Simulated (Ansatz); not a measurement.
**TiO2: field gradients at two levels of theory**

Cell: an entry of the Crystallography Open Database (COD), ions relaxed with PBE at fixed cell.

Space group Pbca (No. 61); a = 5.1450, b = 9.1850, c = 5.4470 Å.

| site | Wyckoff | site symmetry | x | y | z |
| --- | --- | --- | --- | --- | --- |
| Ti | 8c | 1 | 0.1386 | 0.1290 | 0.9056 |
| O9 | 8c | 1 | 0.4646 | 0.2299 | 0.8912 |
| O17 | 8c | 1 | 0.8160 | 0.0098 | 0.8506 |

One atom of each set is listed.

First run. Computed with Ansatz: DFT, PBE, plane waves and PAW, scalar-relativistic, 420 eV cutoff, Γ-centred 5×3×5 k-points, Fermi–Dirac smearing 0.02 eV.

| site | V_zz (10²¹ V/m²) | η |
| --- | --- | --- |
| Ti | 1.96 | 0.85 |
| O9 | -2.39 | 0.84 |
| O17 | 1.99 | 0.86 |

Second run. The same atoms and settings, except that the functional is PBEsol.

Question: What does the second run give?

Answer: 

| site | V_zz | η | change of V_zz |
| --- | --- | --- | --- |
| Ti | 1.93 | 0.85 | -0.03 |
| O9 | -2.27 | 0.84 | +0.12 |
| O17 | 1.86 | 0.82 | -0.13 |

The largest change of V_zz is on O17, from 1.99 to 1.86. In per cent, |V_zz| changes by -2 on Ti, -7 to -5 on O (all sites that start above 0.5).

For the first run: At this cell the principal stresses reach 5 GPa in size with PBE, which can matter for small gradients.
